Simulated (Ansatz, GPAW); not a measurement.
## A script for PbO2 (PBE in single-zeta orbitals)

These are simulated results from GPAW 26.7.0, not measurements. The cell was built from a prototype and was relaxed with r2SCAN in plane waves (Ansatz 0.2.0). It may be hypothetical. It is a single sheet, repeated along a and b, with vacuum along c. All runs are without spin polarisation.

In-plane lattice: a = 3.227 Å, b = 3.227 Å, γ = 120.0°; thickness between the outer nuclei 2.54 Å. Pb has 6 O at 2.25 Å; O has 3 Pb at 2.25 Å.

The basis is minimal: single zeta, one radial function for each shell that the log's basis lists. It describes the filled bands fairly and the empty ones poorly.

The script, run.py:

```python
import json
from ase import Atoms
from gpaw import GPAW, PW, FermiDirac

atoms = Atoms(['Pb', 'O', 'O'],
              cell=[[3.226657, -0.0, -0.0], [-1.613328, 2.794367, 0.0], [-0.0, -0.0, 29.160537]],
              scaled_positions=[[0.333333, 0.666667, 0.308636], [0.666667, 0.333333, 0.352144], [0.666667, 0.333333, 0.265128]],
              pbc=True)
calc = GPAW(mode='lcao', basis='sz(dzp)', h=0.2, xc='PBE', kpts={'size': (6, 6, 1), 'gamma': True},
            occupations=FermiDirac(0.02), maxiter=100, legacy_gpaw=True, txt='gpaw.txt')
atoms.calc = calc
res = {'energy': atoms.get_potential_energy(force_consistent=True)}
res['electrons'] = calc.get_number_of_electrons()
res['k'] = calc.get_ibz_k_points().tolist()
res['levels'] = [calc.get_eigenvalues(kpt=i).tolist() for i in range(len(res['k']))]
points = [[0.0, 0.0, 0.0], [0.5, 0.0, 0.0], [0.333333, 0.333333, 0.0]]
bands = calc.fixed_density(kpts=points, symmetry='off', txt='bands.txt')
res['points'] = [bands.get_eigenvalues(kpt=i).tolist() for i in range(len(points))]
json.dump(res, open('results.json', 'w'))
print('free energy (eV):', round(res['energy'], 5))
```

Command: `python run.py`. It took 4.6 s on 1 thread of Arm Neoverse V1, with other jobs on the host, peak memory 0.17 GiB.

The log gpaw.txt, trimmed of paths, versions and times, then the last line on the terminal. An iter line gives the energy in eV and the logarithms of the changes of orbitals (plane waves alone) and density (c: converged):

```
___ ___ ___ _ _ _
 |   |   |_  | | | |

 | | | | | . | | | |

 |__ |  _|___|_____|  26.7.0
 |___|_|

Input parameters:
  basis: sz(dzp)
  h: 0.2
  kpts: {gamma: True,
         size: (6, 6, 1)}
  maxiter: 100
  mode: lcao
  occupations: {fixmagmom: False,
                name: fermi-dirac,
                width: 0.02}
  xc: PBE

System changes: positions, numbers, cell, pbc, initial_charges, initial_magmoms

Initialize ...

species:
  Pb:
    name:    Lead
    Z:       82.0
    valence: 14
    core:    68
    charge:  0.0  # [|e|]
    compensation charges:
      type: gauss
      rc: 0.38  # [Å]
      lmax: 2
    cutoffs:
      filter: 2.36  # [Å]
      core: 2.43  # [Å]
    projectors
    | kind |    occ | energy [eV] | rcut [Å] |

    |------|--------|-------------|----------|

    |   6s |  2.000 |     -11.969 |    1.259 |

    |   6p |  2.000 |      -3.506 |    1.275 |

    |   5d | 10.000 |     -21.211 |    1.217 |

    |    s |        |      15.243 |    1.259 |

    |    p |        |      23.705 |    1.275 |

    |    d |        |       6.001 |    1.217 |

    LCAO basis set for Pb:
      Name: sz(dzp)
      Number of radial functions: 3
      Number of spherical harmonics: 9
        l=0, rc=6.8438 Bohr: 6s-sz confined orbital
        l=1, rc=9.8125 Bohr: 6p-sz confined orbital
        l=2, rc=4.5156 Bohr: 5d-sz confined orbital
      Number of RI-basis functions 0

  O:
    name:    Oxygen
    Z:       8.0
    valence: 6
    core:    2
    charge:  0.0  # [|e|]
    compensation charges:
      type: gauss
      rc: 0.21  # [Å]
      lmax: 2
    cutoffs:
      filter: 1.17  # [Å]
      core: 0.83  # [Å]
    projectors
    | kind |    occ | energy [eV] | rcut [Å] |

    |------|--------|-------------|----------|

    |   2s |  2.000 |     -23.961 |    0.688 |

    |   2p |  4.000 |      -9.029 |    0.598 |

    |    s |        |       3.251 |    0.688 |

    |    p |        |      18.182 |    0.598 |

    |    d |        |       0.000 |    0.619 |

    LCAO basis set for O:
      Name: sz(dzp)
      Number of radial functions: 2
      Number of spherical harmonics: 4
        l=0, rc=4.3438 Bohr: 2s-sz confined orbital
        l=1, rc=5.3906 Bohr: 2p-sz confined orbital
      Number of RI-basis functions 0

Reference energy: -571356.167966  # eV

Spin-paired calculation

Convergence criteria:
 Maximum [total energy] change in last 3 cyles: 0.0005 eV / valence electron
 Maximum integral of absolute [dens]ity change: 0.0001 electrons / valence electron
 Maximum integral of absolute [eigenst]ate change: 4e-08 eV^2 / valence electron
 Maximum number of scf [iter]ations: 100
 (Square brackets indicate name in SCF output, whereas a 'c' in
 the SCF output indicates the quantity has converged.)

Symmetries present (total): 1

  ( 1  0  0)
  ( 0  1  0)
  ( 0  0  1)

36 k-points: 6 x 6 x 1 Monkhorst-Pack grid + [1/12,1/12,0.000000]
20 k-points in the irreducible part of the Brillouin zone
       k-points in crystal coordinates                weights
   0:     0.00000000    0.00000000    0.00000000          1/36
   1:     0.00000000    0.16666667    0.00000000          2/36
   2:     0.00000000    0.33333333    0.00000000          2/36
   3:     0.00000000    0.50000000    0.00000000          1/36
   4:     0.16666667   -0.33333333    0.00000000          2/36
   5:     0.16666667   -0.16666667    0.00000000          2/36
   6:     0.16666667    0.00000000    0.00000000          2/36
   7:     0.16666667    0.16666667    0.00000000          2/36
   8:     0.16666667    0.33333333    0.00000000          2/36
   9:     0.16666667    0.50000000    0.00000000          2/36
          ...
  19:     0.50000000    0.50000000    0.00000000          1/36

Wave functions: LCAO
  Diagonalizer: Serial LAPACK
  Atomic Correction: dense with blas
  Data-type: complex

Occupation numbers: Fermi-Dirac:
  width: 0.0200  # eV

Eigensolver
   LCAO using direct dense diagonalizer

Densities:
  Coarse grid: 12*12*144 grid
  Fine grid: 24*24*288 grid
  Total Charge: 0.000000

Density mixing:
  Method: separate
  Backend: msr1
  Linear mixing parameter: 0.05
  old densities: 10
  Width of damping distribution: 1.1
  Damping of long wavelength oscillations: 20

Hamiltonian:
  XC and Coulomb potentials evaluated on a 24*24*288 grid
  Using the PBE Exchange-Correlation functional
  Interpolation: tri-quintic (5. degree polynomial)
  Poisson solver: FastPoissonSolver using
    Stencil: 8*3+1=25 point O(h^6) finite-difference Laplacian
    FFT axes: [np.int64(0), np.int64(1), np.int64(2)]
    FST axes: []

XC parameters: PBE with 2 nearest neighbor stencil

Memory estimate:
  Process memory now: 126.48 MiB
  Calculator: 16.33 MiB
    Density: 11.27 MiB
      Arrays: 4.11 MiB
      Localized functions: 4.00 MiB
      Mixer: 3.16 MiB
    Hamiltonian: 3.02 MiB
      Arrays: 2.69 MiB
      XC: 0.00 MiB
      Poisson: 0.00 MiB
      vbar: 0.33 MiB
    Wavefunctions: 2.04 MiB
      C [qnM]: 0.09 MiB
      S, T [2 x qmm]: 0.18 MiB
      P [aqMi]: 0.01 MiB
      BasisFunctions: 1.76 MiB
      Eigensolver: 0.00 MiB

Total number of cores used: 1

Number of atoms: 3
Number of atomic orbitals: 17
Number of bands in calculation: 17
Number of valence electrons: 26
Bands to converge: occupied
Positions:
   0 Pb    -0.000001    1.862912    8.999991    ( 0.0000,  0.0000,  0.0000)
   1 O      1.613330    0.931455   10.268708    ( 0.0000,  0.0000,  0.0000)
   2 O      1.613330    0.931455    7.731275    ( 0.0000,  0.0000,  0.0000)

Unit cell:
           periodic     x           y           z      points  spacing
  1. axis:    yes    3.226657   -0.000000   -0.000000    12     0.2329
  2. axis:    yes   -1.613328    2.794367    0.000000    12     0.2329
  3. axis:    yes   -0.000000   -0.000000   29.160537   144     0.2025

  Lengths:   3.226657   3.226657  29.160537
  Angles:   90.000000  90.000000 119.999992

Effective grid spacing dv^(1/3) = 0.2332

iter:   1   -12.800294        c
iter:   2   -11.994134        c -0.95
iter:   3    -9.517277        c -1.01
iter:   4    -9.496397        c -1.95
iter:   5    -9.491329        c -2.17
iter:   6    -9.488669c       c -2.51
iter:   7    -9.488599c       c -3.09
iter:   8    -9.488615c       c -3.29
iter:   9    -9.488616c       c -4.31c

Converged after 9 iterations.

Energy contributions relative to reference atoms: (reference = -571356.167966)

Kinetic:        +80.108560
Potential:      -69.007954
External:        +0.000000
XC:             -22.255382
Entropy (-ST):   -0.000708
Local:           +1.666513
SIC:             +0.000000
--------------------------
Free energy:     -9.488970
Extrapolated:    -9.488616

Showing only first 2 kpts
 Kpt  Band  Eigenvalues  Occupancy
  0    11     -6.02441    2.00000
  0    12     -5.66192    2.00000
  0    13     -5.11370    0.12904
  0    14     -0.50352    0.00000

  1    11     -6.04180    2.00000
  1    12     -5.56942    2.00000
  1    13     -4.35623    0.00000
  1    14      0.68961    0.00000

Fermi level: -5.16718

Gap: 0.136 eV
Transition (v -> c):
  (s=0, k=14, n=12, [0.33, 0.33, 0.00]) -> (s=0, k=0, n=13, [0.00, 0.00, 0.00])
Direct/indirect transitions are different
Direct gap: 0.548 eV
Transition at: (s=0, k=0, n=12, [0.00, 0.00, 0.00])

free energy (eV): -9.48897
```

The gap in the log is over the mesh alone; results.json adds the listed points. PBE in single-zeta orbitals gives a gap of 0.14 eV. On the same cell, plane-wave PBE (Ansatz, 12×12×1 k points and the special points) gives a gap of 0.05 eV and r2SCAN a gap of 0.23 eV; on shared hosts these took about 13 and 32 core-seconds on the 3-atom cell, against 4.6 for the script. Spin-orbit coupling, left out in all these runs, can cut or reorder the gap by tenths of an eV, up to about 1 eV with Pb or Bi.

Spin-orbit coupling is left out; in compounds of Pb, Bi, Tl or Hg it can lower a gap by up to about 1 eV, split its edges or invert the bands.
